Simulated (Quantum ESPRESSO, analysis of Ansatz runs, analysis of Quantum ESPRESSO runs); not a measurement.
**Substitutional N in diamond: charge-transition level against experiment (Quantum ESPRESSO)**

Aim: the charge-transition level of substitutional N in diamond, to be set beside the measurement. Set-up: PBE, GBRV 1.5 PBE, cutoffs x 0.3, 32-site cell, PBE lattice, k: the single point 1/4 1/4 1/4 then 2x2x2 shifted, started with the impurity moved along one bond, dielectric constants 5.7 and 5.7 (handbook). The model is a cell of 32 host atoms with 1 C taken out and 1 N put in. The level is the Fermi energy at which two charge states have equal formation energy, after a correction for the images of the charge.

Measured beforehand: (+1/0) level below the conduction-band bottom: 1.7 eV (quoted in “Hunting the elusive shallow n-type donor – An ab initio study of Li and N co-doped diamond”, 2021, S. Conejeros et al., quoting earlier work (1969)).

Main program and level: Quantum ESPRESSO 7.5; Quantum ESPRESSO plane-wave DFT, PBE, GBRV 1.5 PBE potentials; relaxation of all atoms of a defect supercell.

Report form: the programs' logs are mostly left out.

### 1. The starting structure

The cell holds 32 atoms: 31 C and 1 N. Its edges and angles: a = 5.841 Å, b = 5.841 Å, c = 5.841 Å, α = 109.5°, β = 109.5°, γ = 109.5°. It derives from C (space group Fd-3m). Nearest the centre at fractional (0.500, 0.500, 0.500): N11 at 0.31 Å, C32 at 1.46 Å, C26 at 1.46 Å, C27 at 1.46 Å, C23 at 1.46 Å, C12 at 2.36 Å, C2 at 2.37 Å, C13 at 2.37 Å. The cell carries charge +1.

The host's primitive cell comes from a first run (Quantum ESPRESSO plane-wave DFT, PBE, GBRV 1.5 PBE potentials; relaxation of cell and atoms of a defect-free cell): vectors of 2.384, 2.384 and 2.384 Å. That is 4.79 Å³ an atom, 15.5 % under the diffraction cell's volume. The supercell is built on it.

### 2. Relaxation, charge +1

Every later number rests on the structure around the defect, so the atoms are relaxed at the host's lattice first.

File pw.in:

```
&CONTROL
  calculation = 'relax'
  prefix = 'pwscf'
  outdir = './tmp'
  pseudo_dir = './pseudo'
  tprnfor = .true.
  disk_io = 'low'
  nstep = 70
  forc_conv_thr = 0.00078
  etot_conv_thr = 0.0001
/
&SYSTEM
  ibrav = 0
  nat = 32
  ntyp = 2
  ecutwfc = 14
  ecutrho = 108
  nbnd = 68
  occupations = 'smearing'
  smearing = 'fd'
  degauss = 0.00073499
  tot_charge = 1
  nosym = .true.
/
&ELECTRONS
  conv_thr = 3d-08
  electron_maxstep = 100
  mixing_beta = 0.5
/
&IONS
  ion_dynamics = 'bfgs'
/
ATOMIC_SPECIES
C     12.0110 c_pbe_v1.2.uspp.F.UPF
N     14.0070 n_pbe_v1.2.uspp.F.UPF
CELL_PARAMETERS angstrom
  -3.3720955389    3.3720955389    3.3720955389
   3.3720955389   -3.3720955389    3.3720955389
   3.3720955389    3.3720955389   -3.3720955389
ATOMIC_POSITIONS crystal
C     -0.0013886320    0.0000672117    0.4964091798
C      0.0031912138    0.2492491171    0.2506079178
C      0.0024367530    0.5038469690    0.0008196547
C      0.0005584271    0.7511740052    0.7472902109
C      0.2497204505   -0.0013745929    0.2462364157
C      0.2471562495    0.2487273961   -0.0038850092
C      0.2519579227    0.5041653183    0.7516599098
C      0.2463549211    0.7480389277    0.4964428181
[... 20 atom lines left out ...]
C      0.7494963542    0.0017976560    0.5032282892
C      0.7516119507    0.2480082284    0.2516157395
C      0.7533943606    0.5033323204    0.0009507254
C      0.7490663058    0.7516891237    0.7476036457
K_POINTS crystal
1
0.25 0.25 0.25 1.0
```

Run with:

```bash
$ OMP_NUM_THREADS=1 mpirun -n 4 pw.x -in pw.in > pw.out
```

It took 12 s on 4 MPI ranks of Intel Xeon Platinum 8259CL at 2.50GHz (Skylake/Cascade Lake), shared host; peak memory 0.24 GiB.

The run converged, but on settings that a careful run would not use, so its numbers are not the defect's.

### 3. Single point, charge +1

The relaxed structure is kept, and the final numbers are taken at the final level and k-points.

This step: Quantum ESPRESSO plane-wave DFT, PBE, GBRV 1.5 PBE potentials; single point of a defect supercell.

File pw.in:

```
&CONTROL
  calculation = 'scf'
  prefix = 'pwscf'
  outdir = './tmp'
  pseudo_dir = './pseudo'
  tprnfor = .true.
  disk_io = 'low'
/
&SYSTEM
  ibrav = 0
  nat = 32
  ntyp = 2
  ecutwfc = 14
  ecutrho = 108
  nbnd = 68
  occupations = 'smearing'
  smearing = 'fd'
  degauss = 0.00073499
  tot_charge = 1
  nosym = .true.
/
&ELECTRONS
  conv_thr = 3d-08
  electron_maxstep = 100
  mixing_beta = 0.5
/
ATOMIC_SPECIES
C     12.0110 c_pbe_v1.2.uspp.F.UPF
N     14.0070 n_pbe_v1.2.uspp.F.UPF
CELL_PARAMETERS angstrom
  -3.3720955389    3.3720955389    3.3720955389
   3.3720955389   -3.3720955389    3.3720955389
   3.3720955389    3.3720955389   -3.3720955389
ATOMIC_POSITIONS crystal
C     -0.0015399539   -0.0012020434    0.4979349999
C     -0.0015061639    0.2480698376    0.2472274950
[... 1 atom line left out ...]
C     -0.0017068574    0.7479605935    0.7471154311
[... 2 atom lines left out ...]
C      0.2491506645    0.4987473173    0.7485490960
C      0.2491470034    0.7493906370    0.4979034309
[... 1 atom line left out ...]
C      0.4983879579    0.2494858613    0.7485429954
N      0.4984009940    0.4987468036    0.4979073604
[... 1 atom line left out ...]
C      0.7476064875   -0.0013487482    0.7471145610
C      0.7490586398    0.2494921974    0.4979080783
[... 1 atom line left out ...]
C      0.7476212841    0.7479586478   -0.0021872778
[... 6 atom lines left out ...]
C      0.2433845866    0.4987203085    0.4978915976
[... 2 atom lines left out ...]
C      0.4983759851    0.2437236009    0.4978890754
C      0.4983688009    0.4987338550    0.2428943046
[... 4 atom lines left out ...]
C      0.7533771842    0.7537325050    0.7529005279
K_POINTS automatic
2 2 2 1 1 1
```

File pp_potential.in:

```
&INPUTPP
  prefix = 'pwscf'
  outdir = './tmp'
  filplot = 'potential.dat'
  plot_num = 11
/
&PLOT
  nfile = 1
  filepp(1) = 'potential.dat'
  iflag = 3
  output_format = 6
  fileout = 'potential.cube'
/
```

Run with:

```bash
$ OMP_NUM_THREADS=1 mpirun -n 4 pw.x -nk 2 -in pw.in > pw.out
$ OMP_NUM_THREADS=1 mpirun -n 4 pp.x -in pp_potential.in > pp_potential.out
```

The job ended after 8.6 s (4 MPI ranks; peak memory 0.24 GiB; 30 s of CPU time).

The run converged, but on settings that a careful run would not use, so its numbers are not the defect's.

### 4. Relaxation, charge 0

File pw.in:

```
&CONTROL
  calculation = 'relax'
  prefix = 'pwscf'
  outdir = './tmp'
  pseudo_dir = './pseudo'
  tprnfor = .true.
  disk_io = 'low'
  nstep = 70
  forc_conv_thr = 0.00078
  etot_conv_thr = 0.0001
/
&SYSTEM
  ibrav = 0
  nat = 32
  ntyp = 2
  ecutwfc = 14
  ecutrho = 108
  nbnd = 69
  occupations = 'smearing'
  smearing = 'fd'
  degauss = 0.00073499
  nspin = 2
  starting_magnetization(1) = 0.125
  starting_magnetization(2) = 0.1
  tot_magnetization = 1
  nosym = .true.
/
&ELECTRONS
  conv_thr = 3d-08
  electron_maxstep = 100
  mixing_beta = 0.3
/
&IONS
  ion_dynamics = 'bfgs'
/
ATOMIC_SPECIES
C     12.0110 c_pbe_v1.2.uspp.F.UPF
N     14.0070 n_pbe_v1.2.uspp.F.UPF
CELL_PARAMETERS angstrom
  -3.3720955389    3.3720955389    3.3720955389
   3.3720955389   -3.3720955389    3.3720955389
   3.3720955389    3.3720955389   -3.3720955389
ATOMIC_POSITIONS crystal
C     -0.0013886320    0.0000672117    0.4964091798
C      0.0031912138    0.2492491171    0.2506079178
[... 1 atom line left out ...]
C      0.0005584271    0.7511740052    0.7472902109
[... 2 atom lines left out ...]
C      0.2519579227    0.5041653183    0.7516599098
[... 3 atom lines left out ...]
N      0.4457369352    0.4482976657    0.4453164443
C      0.4993670051    0.7481569437    0.2522384925
C      0.7488639669   -0.0022453450    0.7459807298
C      0.7519649091    0.2521930681    0.4985843765
[... 1 atom line left out ...]
C      0.7530343847    0.7525848827   -0.0002656204
[... 6 atom lines left out ...]
C      0.2518408310    0.5039948705    0.5029770183
[... 2 atom lines left out ...]
C      0.5011159654    0.2521687265    0.5040256370
C      0.4998951104    0.5035703040    0.2513838720
[... 4 atom lines left out ...]
C      0.7490663058    0.7516891237    0.7476036457
K_POINTS crystal
1
0.25 0.25 0.25 1.0
```

Run with:

```bash
$ OMP_NUM_THREADS=1 mpirun -n 4 pw.x -in pw.in > pw.out
```

The job ended after 35 s (4 MPI ranks; peak memory 0.25 GiB).

The run converged, but on settings that a careful run would not use, so its numbers are not the defect's.

### 5. Single point, charge 0

This step: Quantum ESPRESSO plane-wave DFT, PBE, GBRV 1.5 PBE potentials; single point of a defect supercell.

File pw.in:

```
&CONTROL
  calculation = 'scf'
  prefix = 'pwscf'
  outdir = './tmp'
  pseudo_dir = './pseudo'
  tprnfor = .true.
  disk_io = 'low'
/
&SYSTEM
  ibrav = 0
  nat = 32
  ntyp = 2
  ecutwfc = 14
  ecutrho = 108
  nbnd = 69
  occupations = 'smearing'
  smearing = 'fd'
  degauss = 0.00073499
  nspin = 2
  starting_magnetization(1) = 0.125
  starting_magnetization(2) = 0.1
  tot_magnetization = 1
  nosym = .true.
/
&ELECTRONS
  conv_thr = 3d-08
  electron_maxstep = 100
  mixing_beta = 0.3
/
ATOMIC_SPECIES
C     12.0110 c_pbe_v1.2.uspp.F.UPF
N     14.0070 n_pbe_v1.2.uspp.F.UPF
CELL_PARAMETERS angstrom
  -3.3720955389    3.3720955389    3.3720955389
   3.3720955389   -3.3720955389    3.3720955389
   3.3720955389    3.3720955389   -3.3720955389
ATOMIC_POSITIONS crystal
C     -0.0011578944   -0.0008059839    0.4993375403
C     -0.0039592911    0.2472794291    0.2464549310
[... 4 atom lines left out ...]
C      0.2490220602    0.4979967552    0.7469607335
C      0.2490085311    0.7477928425    0.4971640275
[... 1 atom line left out ...]
C      0.4976776397    0.2493794495    0.7469694908
N      0.4837660951    0.4841155116    0.4832867441
C      0.4976551037    0.7478048048    0.2485300672
[... 1 atom line left out ...]
C      0.7474101325    0.2493379353    0.4971464014
C      0.7474639811    0.4980108393    0.2485420638
C      0.7502598610    0.7506418346   -0.0001336122
[... 6 atom lines left out ...]
C      0.2409943286    0.4940520112    0.4932170442
[... 2 atom lines left out ...]
C      0.4936808122    0.2413289179    0.4932031143
C      0.4937206783    0.4940575499    0.2405041904
[... 4 atom lines left out ...]
C      0.7820035848    0.7823157003    0.7814609800
K_POINTS automatic
2 2 2 1 1 1
```

pp_potential.in is that of step 3.

Run with:

```bash
$ OMP_NUM_THREADS=1 mpirun -n 4 pw.x -nk 2 -in pw.in > pw.out
$ OMP_NUM_THREADS=1 mpirun -n 4 pp.x -in pp_potential.in > pp_potential.out
```

Run time: 18 s. Hardware: 4 MPI ranks; peak memory 0.25 GiB; 69 s of CPU time.

The run converged, but on settings that a careful run would not use, so its numbers are not the defect's.

### 6. Charge-transition levels

Analysis of the runs above: levels from Quantum ESPRESSO plane-wave DFT, PBE, GBRV 1.5 PBE potentials energies with an image-charge correction aligned at atomic sites (own code after Kumagai and Oba).

The run converged, but on settings that a careful run would not use, so its numbers are not the defect's.

### 7. Outcome

This set-up is not sound: cutoffs far under the files' need. For the record: (+1/0) level below the conduction-band bottom: computed 0.85 eV, measured 1.7 eV; 0.85 eV shallower than the measurement.

[Logs are printed without paths, hosts, clocks, repeated set-up lines and the standing remarks that a program may print on its own settings, such as how far it seeks lower states.]

[Hosts, paths, dates, database ids (printed as entryN), source tags and the programs' standing remarks are cut or masked in the printed files.]

[For some hosts the program warned that the k-mesh of the response run may be too coarse for force constants and the static dielectric constant; such warnings are not shown here.]
